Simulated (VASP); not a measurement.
# Al (Pm-3n) in VASP: a series of runs

One crystal, Al, is run at these levels: PBE; tasks: single point, relaxation of cell and atoms.

Program: VASP 6.6.1. These are calculated values, not measurements. Logs are shortened: lines on timing, memory, paths and dates and some standing lists are left out, and cuts for length are marked.

**1. The crystal as given**

It takes space group Pm-3n (No. 223, cubic). Conventional cell: a = 4.987 Å, b = 4.987 Å, c = 4.987 Å, α = 90.00°, β = 90.00°, γ = 90.00°. Al (site symmetry -4m2) is surrounded by 2 Al at 2.49 Å.

The cell was built by a generator and needn't be a form met in nature.

**2. Single point, PBE (random cell by space group and Wyckoff sites (Pm-3n, No. 223))**

The input, INCAR:

```
PREC = Accurate ; ENCUT = 520
EDIFF = 1E-7 ; ISMEAR = 0
SIGMA = 0.1 ; LREAL = F
LASPH = T ; NELM = 100
ALGO = Normal ; ISIF = 2
LWAVE = F ; LCHARG = F
GGA = PE ; NBANDS = 18
```

The input, KPOINTS:

```
regular mesh
0
Gamma
  8 8 8
```

The input, POSCAR:

```
Al
1.0
    4.9869276787      0.0000000000      0.0000000000
    0.0000000000      4.9869276787      0.0000000000
    0.0000000000      0.0000000000      4.9869276787
Al
6
Direct
    0.2500000000      0.0000000000      0.5000000000
    0.7500000000      0.0000000000      0.5000000000
    0.5000000000      0.2500000000      0.0000000000
    0.5000000000      0.7500000000      0.0000000000
    0.0000000000      0.5000000000      0.2500000000
    0.0000000000      0.5000000000      0.7500000000
```

Potentials or basis: VASP PAW PBE potentials, release 64 (Al).

Launch:

```console
cat potpaw_PBE.64/Al/POTCAR > POTCAR
mpirun -np 1 vasp_std > vasp.out
```

OUTCAR:

```text
PREC = Accurate
   ENCUT = 520
   EDIFF = 1E-7
   ISMEAR = 0
   LREAL = F
   LASPH = T
   NELM = 100
   ISIF = 2
   GGA = PE

 ion  position               nearest neighbor table
   1  0.250  0.000  0.500-   2 2.49   2 2.49   4 3.05   5 3.05   6 3.05   3 3.05   4 3.05   5 3.05
                             6 3.05   3 3.05
   2  0.750  0.000  0.500-   1 2.49   1 2.49   4 3.05   5 3.05   6 3.05   3 3.05   4 3.05   5 3.05
                             6 3.05   3 3.05
   3  0.500  0.250  0.000-   4 2.49   4 2.49   1 3.05   5 3.05   6 3.05   1 3.05   2 3.05   2 3.05
                             5 3.05   6 3.05
   4  0.500  0.750  0.000-   3 2.49   3 2.49   1 3.05   5 3.05   6 3.05   1 3.05   2 3.05   2 3.05
                             5 3.05   6 3.05
   5  0.000  0.500  0.250-   6 2.49   6 2.49   3 3.05   4 3.05   1 3.05   2 3.05   1 3.05   2 3.05
                             3 3.05   4 3.05
   6  0.000  0.500  0.750-   5 2.49   5 2.49   3 3.05   4 3.05   1 3.05   2 3.05   1 3.05   2 3.05
                             3 3.05   4 3.05

  LATTYP: Found a simple cubic cell.
 ALAT       =     4.9869276787

  Lattice vectors:

 A1 = (   4.9869276787,   0.0000000000,   0.0000000000)
 A2 = (   0.0000000000,   4.9869276787,   0.0000000000)
 A3 = (   0.0000000000,   0.0000000000,   4.9869276787)

Analysis of symmetry for initial positions (statically):
=====================================================================
 Subroutine PRICEL returns:
 Original cell was already a primitive cell.

 Routine SETGRP: Setting up the symmetry group for a
 simple cubic supercell.

 Subroutine GETGRP returns: Found 48 space group operations
 (whereof 24 operations were pure point group operations)
 out of a pool of 48 trial point group operations.

The static configuration has the point symmetry T_h .
 The point group associated with its full space group is O_h .

Analysis of symmetry for dynamics (positions and initial velocities):
=====================================================================
 Subroutine PRICEL returns:
 Original cell was already a primitive cell.

 Routine SETGRP: Setting up the symmetry group for a
 simple cubic supercell.

 Subroutine GETGRP returns: Found 48 space group operations
 (whereof 24 operations were pure point group operations)
 out of a pool of 48 trial point group operations.

The dynamic configuration has the point symmetry T_h .
 The point group associated with its full space group is O_h .

 Subroutine INISYM returns: Found 48 space group operations
 (whereof 24 operations are pure point group operations),
 and found     1 'primitive' translations

[... 112 lines left out ...]
   PSTRESS=    0.0 pullay stress
   NELECT =      18.0000    total number of electrons
   NUPDOWN=      -1.0000    fix difference up-down
   EMIN   =  10.00;   EMAX   =-10.00  energy-range for DOS
   EFERMI =   0.00;   METHOD = LEGACY
   ISMEAR =     0;   SIGMA  =   0.10  broadening in eV -4-tet -1-fermi 0-gaus
   EFERMI_NEDOS =   21; number of points for ismear=-14 and -15
   IALGO  =     38    algorithm
   IMIX   =      4    mixing-type and parameters
     AMIX     =   0.40;   BMIX     =  1.00
     AMIX_MAG =   1.60;   BMIX_MAG =  1.00
  volume/ion in A,a.u.               =      20.67       139.49
  Fermi-wavevector in a.u.,A,eV,Ry     =   0.860332  1.625791 10.070633  0.740171
  Thomas-Fermi vector in A             =   1.977820
   LORBIT       =      0    0 simple, 1 ext, 2 COOP (PROOUT), +10 PAW based schemes
   GGA     = PE    functional components
   LHFCALC =     F    Hartree Fock is set to
   AEXX    =    0.0000 exact exchange contribution
   IVDW    =     0    specifies the selected vdW correction
   LEPSILON=     F    determine dielectric tensor
   LRPA    =     F    only Hartree local field effects (RPA)
 non-spin polarized calculation
 Gauss-broadening in eV      SIGMA  =   0.10
  energy-cutoff  :      520.00
  volume of cell :      124.02
 maximum number of plane-waves:      3362
 NGX is ok and might be reduce to    40
   NGX = 19   NGY = 19   NGZ = 19

 number of electron      18.0000001 magnetization

 Free energy of the ion-electron system (eV)
  ---------------------------------------------------
  ext. energy  EPLUGINS =         0.00000000
  ---------------------------------------------------
  free energy    TOTEN  =       -20.24292802 eV

  energy without entropy =      -20.22239898  energy(sigma->0) =      -20.23266350

 E-fermi :   5.5626     XC(G=0):  -9.2537

 val. band max:        5.5545775771   @ k =   0.2500   0.1250   0.1250
 cond. band min:       5.5629715389   @ k =   0.5000   0.2500   0.1250
 fundamental gap:      0.0083939618
 Fermi energy:         5.5626136784

 k-point     1 :       0.0000    0.0000    0.0000
  band No.  band energies     occupation
      1      -4.1784      2.00000
      2       0.4390      2.00000
      3       0.4390      2.00000
      4       1.9207      2.00000
      5       1.9207      2.00000
      6       1.9207      2.00000
[... 481 lines left out ...]
      5       2.3134      2.00000
      6       2.4786      2.00000
[... 10 lines left out ...]
     17      10.8363      0.00000
     18      10.9972      0.00000

 [... further k-points ...]

------------------------ aborting loop because EDIFF is reached ----------------------------------------

  FORCE on cell =-STRESS in cart. coord.  units (eV):
  Direction    XX          YY          ZZ          XY          YZ          ZX
  --------------------------------------------------------------------------------------
  -------------------------------------------------------------------------------------
  Total       -0.0099564     -0.0099564     -0.0099564     -0.0000000      0.0000000      0.0000000
  in kB       -0.1286219     -0.1286219     -0.1286219     -0.0000000      0.0000000      0.0000000
  external PRESSURE =      -0.1286219 kB  Pullay stress =       0.0000000 kB

 VOLUME and BASIS-vectors are now :
 -----------------------------------------------------------------------------
  energy-cutoff  :      520.00
  volume of cell :      124.02
      direct lattice vectors                 reciprocal lattice vectors
     4.986927679  0.000000000  0.000000000     0.200524264  0.000000000  0.000000000
     0.000000000  4.986927679  0.000000000     0.000000000  0.200524264  0.000000000
     0.000000000  0.000000000  4.986927679     0.000000000  0.000000000  0.200524264

 POSITION                                       TOTAL-FORCE (eV/Angst)
 -----------------------------------------------------------------------------------
      1.24673      0.00000      2.49346        -0.000000      0.000000      0.000000
      3.74020      0.00000      2.49346         0.000000     -0.000000     -0.000000
      2.49346      1.24673      0.00000        -0.000000     -0.000000      0.000000
      2.49346      3.74020      0.00000         0.000000     -0.000000     -0.000000
      0.00000      2.49346      1.24673         0.000000     -0.000000      0.000000
      0.00000      2.49346      3.74020        -0.000000      0.000000     -0.000000
 -----------------------------------------------------------------------------------
    total drift:                               -0.000000      0.000000      0.000000

  FREE ENERGIE OF THE ION-ELECTRON SYSTEM (eV)
  ---------------------------------------------------
  free  energy   TOTEN  =       -20.2429280214 eV

  energy  without entropy=      -20.2223989757  energy(sigma->0) =      -20.23266350
```

stdout:

```text
POSCAR found type information on POSCAR Al
 POSCAR found :  1 types and       6 ions
 scaLAPACK will be used
 LDA part: xc-table for (Slater+PW92), standard interpolation
 POSCAR, INCAR and KPOINTS ok, starting setup
 FFT: planning ... GRIDC
 FFT: planning ... GRID_SOFT
 FFT: planning ... GRID
 WAVECAR not read
 entering main loop
```

It took 33 s on 1 thread of Intel Xeon 6975P-C (Granite Rapids), shared host; peak memory 0.24 GiB.

What came out:

| Quantity | Value |
| --- | --- |
| Free energy | -20.2429 eV |
| Pressure | 0.0 GPa |
| Band gap on the k mesh | none (metal or under the smearing width) |

**3. Relaxation of cell and atoms, PBE (random cell by space group and Wyckoff sites (Pm-3n, No. 223))**

The input, INCAR:

```
PREC     = Accurate       # precision mode
ENCUT    = 600            # plane-wave cutoff, eV
EDIFF    = 1E-7           # SCF threshold, eV
ISMEAR   = 0              # smearing method
SIGMA    = 0.1            # smearing width, eV
LREAL    = False          # projectors in reciprocal space
LASPH    = True           # aspherical terms in the spheres
NELM     = 60             # most SCF steps
ALGO     = Fast           # electronic algorithm
ISIF     = 3              # what is computed and relaxed
LWAVE    = False          # write WAVECAR
LCHARG   = False          # write CHGCAR
GGA      = PE             # functional
IBRION   = 2              # ionic algorithm
NSW      = 100            # ionic steps
EDIFFG   = -0.01          # ionic threshold
```

The input, KPOINTS:

```
Automatic mesh
0
Gamma
  8 8 8
```

POSCAR: that of step 2 with these lines changed.

```diff
@@ -2,5 +2,5 @@
 1.0
-    4.9869276787      0.0000000000      0.0000000000
-    0.0000000000      4.9869276787      0.0000000000
-    0.0000000000      0.0000000000      4.9869276787
+    4.9957375715      0.0000000000      0.0000000000
+    0.0000000000      4.9957375715      0.0000000000
+    0.0000000000      0.0000000000      4.9957375715
 Al
```

Potentials or basis: VASP PAW PBE potentials, release 64 (Al).

Launch:

```console
cat potpaw_PBE.64/Al/POTCAR > POTCAR
mpirun -np 1 vasp_std > vasp.out
```

Wall time 52 s (1 thread of Intel Xeon 6975P-C (Granite Rapids), shared host); peak memory 0.26 GiB.

It converged, with:

- Free energy: -20.2433 eV
- Relaxed volume: 20.67 Å³/atom
- Relaxed cell: a = 4.987 Å, b = 4.987 Å, c = 4.987 Å, α = 90.00°, β = 90.00°, γ = 90.00°
- Space group after relaxing (to 0.05 Å): Pm-3n (No. 223)
- Energy gained by relaxing: 0.1 meV/atom
- Ionic steps: 2
- Pressure after relaxing: 0.0 GPa
- Band gap on the k mesh: none (metal or under the smearing width)

The path:
| step | energy change (eV) | largest force (eV/Å) | pressure (GPa) | volume (Å³) |
| --- | --- | --- | --- | --- |
| 1 | 0.0000 | 0.0000 | -0.29 | 124.68 |
| 2 | -0.0006 | 0.0000 | 0.00 | 123.99 |

Final structure:
```cif
data_structure
_symmetry_space_group_name_H-M 'P 1'
_symmetry_Int_Tables_number 1
_cell_length_a 4.9866
_cell_length_b 4.9866
_cell_length_c 4.9866
_cell_angle_alpha 90.000
_cell_angle_beta 90.000
_cell_angle_gamma 90.000
_cell_volume 123.99
loop_
_atom_site_label
_atom_site_type_symbol
_atom_site_fract_x
_atom_site_fract_y
_atom_site_fract_z
_atom_site_occupancy
Al1 Al 0.25000 0.00000 0.50000 1
Al2 Al 0.75000 0.00000 0.50000 1
Al3 Al 0.50000 0.25000 0.00000 1
Al4 Al 0.50000 0.75000 0.00000 1
Al5 Al 0.00000 0.50000 0.25000 1
Al6 Al 0.00000 0.50000 0.75000 1
```

Levels at points of the mesh, in eV from the Fermi level:
```
           k point  band 5  band 6  band 7  band 8  band 9  band 10  band 11  band 12  band 13
(0.00, 0.00, 0.00)   -3.64   -3.64   -1.62   -0.16   -0.16     1.44     1.44     1.44     1.87
(0.50, 0.00, 0.00)   -2.50   -2.50   -1.95   -1.95   -1.61    -1.61     2.39     2.39     3.21
(0.50, 0.50, 0.00)   -2.45   -1.66   -1.54   -0.67   -0.34    -0.34    -0.01    -0.01     3.55
(0.50, 0.50, 0.50)   -5.88   -5.88   -3.29   -3.29    4.48     4.48     4.48     4.48     4.48
```

**4. Single point, PBE**

The input, INCAR:

```
SYSTEM = Al
  PREC = Accurate
  ENCUT = 520
  EDIFF = 1E-6
  ISMEAR = 0
  SIGMA = 0.1
  LREAL = .False.
  LASPH = .True.
  NELM = 60
  ALGO = Normal
  ISIF = 2
  LWAVE = .False.
  LCHARG = .False.
  GGA = PE
  NBANDS = 18
```

The input, KPOINTS:

```
Automatic mesh
0
Gamma
  8 8 8
  0 0 0
```

POSCAR: that of step 3 with these lines changed.

```diff
@@ -2,5 +2,5 @@
 1.0
-    4.9957375715      0.0000000000      0.0000000000
-    0.0000000000      4.9957375715      0.0000000000
-    0.0000000000      0.0000000000      4.9957375715
+    4.9869276787      0.0000000000      0.0000000000
+    0.0000000000      4.9869276787      0.0000000000
+    0.0000000000      0.0000000000      4.9869276787
 Al
```

Launch:

```console
cat potpaw_PBE.64/Al/POTCAR > POTCAR
mpirun -np 1 vasp_std > vasp.out
```

Wall time 30 s (1 thread of Intel Xeon 6975P-C (Granite Rapids), shared host); peak memory 0.24 GiB.

It converged, with:

* Free energy: -20.2429 eV
* Pressure: 0.0 GPa
* Band gap on the k mesh: none (metal or under the smearing width)

Levels at points of the mesh, in eV from the Fermi level:
| k point | band 7 | band 8 | band 9 | band 10 | band 11 | band 12 |
| --- | --- | --- | --- | --- | --- | --- |
| (0.00, 0.00, 0.00) | -1.62 | -0.16 | -0.16 | 1.44 | 1.44 | 1.44 |
| (0.50, 0.00, 0.00) | -1.95 | -1.95 | -1.61 | -1.61 | 2.39 | 2.39 |
| (0.50, 0.50, 0.00) | -1.54 | -0.67 | -0.34 | -0.34 | -0.01 | -0.01 |
| (0.50, 0.50, 0.50) | -3.29 | -3.29 | 4.48 | 4.48 | 4.48 | 4.48 |

**5. Summary**

| task | cell | cutoff (eV) | gap on the mesh (eV) | pressure (GPa) |
| --- | --- | --- | --- | --- |
| single point | random cell by space group and Wyckoff sites (Pm-3n, No. 223) | 520 | none | 0.0 |
| relaxation of cell and atoms | relaxed from: random cell by space group and Wyckoff sites (Pm-3n, No. 223) | 600 | none | 0.0 |
| single point | as given | 520 | none | 0.0 |

Alike in all rows: level PBE; potentials or basis VASP PAW PBE potentials, release 64 (Al); no spin polarisation; k mesh 8 × 8 × 8; smearing gaussian 0.1 eV.

Absolute energies hang on the potentials; compare differences alone.
